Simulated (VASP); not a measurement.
Crystal: ZnS.

```
Zn S
1.0
     0.00000    2.68033    2.68033
     2.68033    0.00000    2.68033
     2.68033    2.68033    0.00000
Zn S
1 1
Direct
  0.25000 0.25000 0.25000
  0.00000 0.00000 0.00000
```

Base run:

```yaml
Program: VASP 6.6.1
Functional: HSE06
Potentials_or_basis: VASP PAW PBE potentials, release 64 (Zn, S)
Cutoff: 520 eV
k_mesh: 8 × 8 × 8
Occupations: gaussian, width 0.03 eV
Spin: no spin polarisation
```

Its results: band gap on the k mesh 3.46 eV, direct; pressure 2.9 GPa.

**Question.** The run is repeated on the same cell with these changes: functional from HSE06 to PBE0. What comes out?

**Answer.** Band gap on the k mesh 4.10 eV, direct; pressure 2.7 GPa.

Caveats: the PAW data sets were made with another functional, which shifts forces and pressure a little.
